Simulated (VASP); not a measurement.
# NaCl: relaxation of cell and atoms with LDA

The system is NaCl.

```
Na Cl
1.0
     0.00000    2.84345    2.84345
     2.84345    0.00000    2.84345
     2.84345    2.84345    0.00000
Na Cl
1 1
Direct
  0.00000 0.00000 0.00000
  0.50000 0.50000 0.50000
```

- Program: VASP 6.6.1
- Task: relaxation of cell and atoms
- Functional: LDA
- Potentials or basis: VASP PAW LDA potentials, release 64 (Na_pv, Cl)
- Cutoff: 600 eV
- k mesh: 8 × 8 × 8
- Occupations: gaussian, width 0.02 eV
- Spin: no spin polarisation
- Further INCAR settings: ALGO = Normal; EDIFF = 1e-07; IBRION = 2; EDIFFG = -0.005; NSW = 90; ISIF = 3

The relaxed volume is 20.40 Å³/atom and the relaxed cell is a = 3.864 Å, b = 3.864 Å, c = 3.864 Å, α = 60.00°, β = 60.00°, γ = 60.00°. The space group after relaxing (to 0.05 Å) is Fm-3m (No. 225). The energy gained by relaxing is 26.0 meV/atom, the ionic steps are 4 and the pressure after relaxing is 0.0 GPa. The band gap on the k mesh is 5.08 eV, direct.

Step by step:
```csv
step,energy change (eV),largest force (eV/Å),pressure (GPa),volume (Å³)
1,0.0000,0.0000,-2.88,45.98
2,-0.0387,0.0000,-1.64,43.28
3,-0.0519,0.0000,-0.20,41.07
4,-0.0521,0.0000,0.01,40.79
```

Final structure:
```
Na Cl
1.0
     0.00000    2.73227    2.73227
     2.73227    0.00000    2.73227
     2.73227    2.73227    0.00000
Na Cl
1 1
Direct
  0.00000 0.00000 0.00000
  0.50000 0.50000 0.50000
```

Levels at points of the mesh, in eV from the valence-band top:
```tsv
k point	band 5	band 6	band 7	band 8	band 9	band 10
(0.00, 0.00, 0.00)	0.00	0.00	0.00	5.08	10.93	10.93
(0.50, 0.00, 0.00)	-2.33	-0.33	-0.33	7.05	10.90	10.90
(0.50, 0.50, 0.00)	-2.01	-0.72	-0.72	7.44	7.64	11.62
```

Run time: 19 s on 1 thread of Intel(R) Xeon(R) Platinum 8559C (Emerald Rapids), with other jobs on the host, peak memory 0.15 GiB.

Caveat: the volume moved by -11 % from the deposited cell, more than functionals usually miss. LDA usually gives volumes a few per cent too small.
